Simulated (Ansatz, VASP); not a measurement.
# Pt: VASP beside Ansatz

```
Pt
1.0
     0.00000    1.97158    1.97158
     1.97158    0.00000    1.97158
     1.97158    1.97158    0.00000
Pt
1
Cartesian
  0.0000 0.0000 0.0000
```

Alike in both runs: task relaxation of cell and atoms; functional LDA; k mesh 8 × 8 × 8; occupations gaussian, width 0.1 eV; no spin polarisation.

```csv
,VASP,Ansatz
version,VASP 6.6.1,Ansatz 0.2.0
potentials or method,"VASP PAW LDA potentials, release 64 (Pt)","scalar-relativistic, plane waves, PAW"
plane-wave cutoff (eV),600,420
valence electrons in the cell,10,18
```

|  | VASP | Ansatz | Ansatz less VASP |
| --- | --- | --- | --- |
| gap on the k mesh at the Fermi level, each at its own relaxed structure (eV) | none | none | - |
| relaxed volume (Å³/atom) | 14.77 | 14.73 | -0.042 |
| relaxed cell length with the largest relative difference (Å) | 2.754 | 2.752 | -0.0026 |
| energy change over the relaxation (meV/atom) | -19 | -22 | -2.8 |

A gap of «none» marks a metal or a gap that the smearing closes. The two sets of potentials don't hold the same shells in valence. Ansatz warned: «pseudo_functional_mismatch».

 Spin-orbit coupling is left out, which matters for the levels of Pt.
